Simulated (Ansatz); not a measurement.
A run of Ansatz 0.2.0 is set up as follows.

input.yaml

```yaml
crystal:
  lattice:
    - [-3.0335, 3.0335, 2.4385]
    - [3.0335, -3.0335, 2.4385]
    - [3.0335, 3.0335, -2.4385]
  atoms:
    - { symbol: Cu, position: [0.25, 0.25, 0.0] }
    - { symbol: Cu, position: [0.75, 0.75, 0.0] }
    - { symbol: Al, position: [0.3419, 0.1581, 0.5] }
    - { symbol: Al, position: [0.8419, 0.3419, 0.1838] }
    - { symbol: Al, position: [0.6581, 0.8419, 0.5] }
    - { symbol: Al, position: [0.1581, 0.6581, 0.8162] }
hamiltonian:
  xc: revpbe
  pseudopotentials: { kind: paw }
kpoints:
  mp_grid: { grid: [7, 7, 7] }
  band_path:
    path:
      - [[0.0, 0.0, 0.0], [0.0, 0.0, 0.5], [-0.5, 0.5, 0.5], [0.0, 0.0, 0.0], [0.4115464914, 0.4115464914, -0.4115464914], [0.25, 0.25, 0.25], [0.0, 0.5, 0.0], [-0.4115464914, 0.5884535086, 0.4115464914], [-0.5, 0.5, 0.5]]
      - [[0.0, 0.0, 0.5], [0.25, 0.25, 0.25]]
    npoints: 14
scf:
  occupations: { method: fermi_dirac, width: 0.05 }
  n_extra_bands: 15
output:
  forces: true
  stress: true
  eigenvalues: true
  fatbands: true
```

Potentials or basis: Ansatz PAW.

Run with:

```console
$ ansatz run input.yaml --threads 2 --pin off --max-ram 5632MiB --backend cpu --events-out ev --progress --plain --runs-dir out
```

**Question.** Predict the largest force.

**Answer.** 0.016 eV/Å.

**Question.** Predict the pressure.

**Answer.** 1.5 GPa.

**Question.** What does it give for the band gap on the k mesh?

**Answer.** None (metal or under the smearing width).

Levels at the corners of the path, in eV from the Fermi level:
```csv
point,band 21,band 22,band 23,band 24,band 25,band 26,band 27,band 28
Γ,-3.01,-2.07,-1.43,-1.28,-1.28,-0.91,-0.41,-0.04
X,-2.89,-2.88,-1.54,-1.39,-1.05,-0.72,0.69,1.15
M,-3.37,-3.23,-3.23,-1.85,2.45,2.85,2.85,3.23
Γ,-3.01,-2.07,-1.43,-1.28,-1.28,-0.91,-0.41,-0.04
Z,-3.33,-3.26,-3.26,-1.11,1.41,1.67,1.67,1.96
P,-3.76,-3.76,0.29,0.29,0.67,0.67,1.76,1.76
N,-3.13,-3.13,-2.64,-2.64,0.14,0.14,3.93,3.93
Z1,-3.33,-3.26,-3.26,-1.11,1.41,1.67,1.67,1.96
M,-3.37,-3.23,-3.23,-1.85,2.45,2.85,2.85,3.23
X,-2.89,-2.88,-1.54,-1.39,-1.05,-0.72,0.69,1.15
P,-3.76,-3.76,0.29,0.29,0.67,0.67,1.76,1.76
```

Caveat: the PAW data sets come from PBE, with cores solved anew for the run's functional, which leaves a small shift of forces and pressure.
